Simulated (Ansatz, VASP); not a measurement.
# BN: VASP beside Ansatz

```
CELL_PARAMETERS angstrom
2.64020 0.00000 0.00000
-1.32010 2.28648 0.00000
0.00000 0.00000 6.16830
ATOMIC_POSITIONS crystal
B 0.33333 0.66667 0.25000
B 0.66667 0.33333 0.75000
N 0.33333 0.66667 0.75000
N 0.66667 0.33333 0.25000
```

Alike in both runs: task single point; functional r2SCAN; k mesh 12 × 12 × 4; occupations gaussian, width 0.05 eV; no spin polarisation.

|  | VASP | Ansatz |
| --- | --- | --- |
| version | VASP 6.6.1 | Ansatz 0.2.0 |
| potentials or method | VASP PAW PBE potentials, release 64 (B, N) | scalar-relativistic, plane waves, PAW |
| plane-wave cutoff (eV) | 520 | 500 |
| valence electrons in the cell | 16 | 16 |

```tsv
	VASP	Ansatz	Ansatz less VASP
gap on the k mesh at the Fermi level (eV)	4.48	4.45	-0.031
least direct gap on the mesh (eV)	4.68	4.65	-0.030
```

The functional is the same, so the differences come from potentials, cutoffs and numerics.

 A k mesh can miss the band edges. r2SCAN opens gaps a little over a GGA but as a rule still falls short of measured ones.
